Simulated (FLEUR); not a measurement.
# Nb: equation of state with PBEsol

**The experiment to reproduce.**

“Pressure effects on the electronic structure and superconductivity of (TaNb)0.67(HfZrTi)0.33 high entropy alloy”, 2019, arxiv:1910.08312 quotes, for a bulk crystal of Nb: bulk modulus 169 GPa.

The system is Nb.

```
CELL_PARAMETERS angstrom
-1.66395 1.66395 1.66395
1.66395 -1.66395 1.66395
1.66395 1.66395 -1.66395
ATOMIC_POSITIONS crystal
Nb 0.00000 0.00000 0.00000
```

```json
{
  "Program": "FLEUR MaX-R8.1 (later development tree)",
  "Task": "equation of state",
  "Functional": "PBEsol",
  "Potentials or basis": "all-electron",
  "Basis": "FLAPW",
  "Kmax": "4.1 1/bohr",
  "k mesh": "11 × 11 × 11",
  "Occupations": "fermi-dirac, width 0.05 eV",
  "Spin": "no spin polarisation"
}
```

The equilibrium volume is 17.59 Å³/atom. The bulk modulus is 181 GPa and the pressure derivative of the bulk modulus is 3.3 (rough: it moves with the points fitted).

Energy against volume, from the lowest point:
| volume (Å³/atom) | energy (meV/atom) |
| --- | --- |
| 17.322 | 2.06 |
| 17.691 | 0.00 |
| 18.428 | 20.65 |
| 19.165 | 69.93 |
| 19.534 | 103.76 |

Against the measured bulk modulus of Nb, 169 GPa (quoted in “Pressure effects on the electronic structure and superconductivity of (TaNb)0.67(HfZrTi)0.33 high entropy alloy”, 2019, arxiv:1910.08312), the calculated 181 GPa is off by +7.1 %. The fit is for a static lattice scaled at fixed shape and fixed fractional positions.
